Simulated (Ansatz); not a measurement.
**BAs: response to strain**

Aim: deform BAs (z strained by +4 % at fixed volume) and compute stress, forces and field gradients with LAPW, PAW and all-electron datasets made for the crystal.

Computed with Ansatz 0.2.0 (DFT PBE, scalar-relativistic, unless a step's input says otherwise).

1 further run of the same task is left out (set aside as unsound or not needed).

### 1 The system as given

Symmetry: Fm-3m, No. 225, cubic system. Conventional cell: a = 4.614 Å, b = 4.614 Å, c = 4.614 Å, α = 90.00°, β = 90.00°, γ = 90.00°. B (site symmetry m-3m) is surrounded by 6 As at 2.31 Å. As (site symmetry m-3m) has 6 B at 2.31 Å as nearest neighbours.

Coordinates:

```cif
data_structure
_symmetry_space_group_name_H-M 'Fm-3m'
_symmetry_Int_Tables_number 225
_cell_length_a 4.6137
_cell_length_b 4.6137
_cell_length_c 4.6137
_cell_angle_alpha 90.000
_cell_angle_beta 90.000
_cell_angle_gamma 90.000
_cell_volume 98.21
loop_
_atom_site_label
_atom_site_type_symbol
_atom_site_symmetry_multiplicity
_atom_site_Wyckoff_symbol
_atom_site_fract_x
_atom_site_fract_y
_atom_site_fract_z
_atom_site_occupancy
B1 B 4 a 0.00000 0.00000 0.00000 1
As1 As 4 b 0.50000 0.00000 0.00000 1
```

The file gives the conventional cell by its symmetry; the runs use the cell typed in the input.

Atoms are numbered in the order of the input: B1, As2.

### 2 After the deformation

Space group Fm-3m before, I4/mmm after.

### 3 Full-potential LAPW

File input.yaml:

```yaml
crystal:
  lattice:
    - [0.0, 2.2620499214, 2.3991212315]
    - [2.2620499214, 0.0, 2.3991212315]
    - [2.2620499214, 2.2620499214, 0.0]
  atoms:
    - { symbol: B, position: [0.0, 0.0, 0.0] }
    - { symbol: As, position: [0.5, 0.5, 0.5] }
kpoints:
  mp_grid: { grid: [14, 14, 14] }
scf:
  occupations: { method: fermi_dirac, width: 0.05 }
hamiltonian:
  xc: pbe
  pseudopotentials: { kind: all_electron, lapw: { basis_error: 0.0005 } }
output:
  forces: true
  stress: true
  eigenvalues: true
```

### 4 Frozen-core PAW

Changes to input.yaml since step 3:

```diff
@@ -14,3 +14,3 @@
   xc: pbe
-  pseudopotentials: { kind: all_electron, lapw: { basis_error: 0.0005 } }
+  pseudopotentials: { kind: paw }
 output:
@@ -19 +19,2 @@
   eigenvalues: true
+  efg: { contact_densities: true }
```

### 5 Datasets made for this crystal

Changes to input.yaml since step 4:

```diff
@@ -14,3 +14,3 @@
   xc: pbe
-  pseudopotentials: { kind: paw }
+  pseudopotentials: { kind: all_electron, datasets: crystal }
 output:
```

(Steps that only read results are left out.)

Before running it: what results should come out? Wanted: pressure; largest shear or deviatoric stress.

The runs gave:

| quantity | value |
| --- | --- |
| pressure | LAPW 0.86, PAW 0.85, crystal datasets 0.86 GPa |
| largest shear or deviatoric stress (LAPW) | 3.93 GPa |

What this shows: The largest part of the stress beyond the pressure is 3.93 GPa in size, in the zz component; the atoms are carried along and not relaxed. No run of the undeformed cell stands beside it, so the pressure holds what the given cell had before the change. PAW: stress within 0.02 GPa of LAPW. Crystal datasets: stress within 0.01 GPa of LAPW.
